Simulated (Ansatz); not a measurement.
All-electron LAPW in Ansatz 0.2.0 under PBEsol, scalar-relativistic, energies extrapolated to zero smearing. Slabs are 1×1 cells cut from bulk crystals relaxed on PAW files, with atoms then relaxed, 16 to 20 Å of vacuum, a dipole correction, k spacings of 0.16 to 0.26 Å⁻¹ and smearing of 0.02 to 0.1 eV, without spin–orbit coupling or spin polarisation. The bulk type named needn't be the stable one, and no reconstruction is allowed.

Q: Order these slabs by work function, lowest first.
A. diamond Si (100), 6 layers
B. diamond Si (110), 2 layers
C. diamond Si (100), 2 layers
D. diamond Si (110), 3 layers

A: B (4.58 eV), C (4.70 eV), D (4.88 eV), A (5.34 eV).
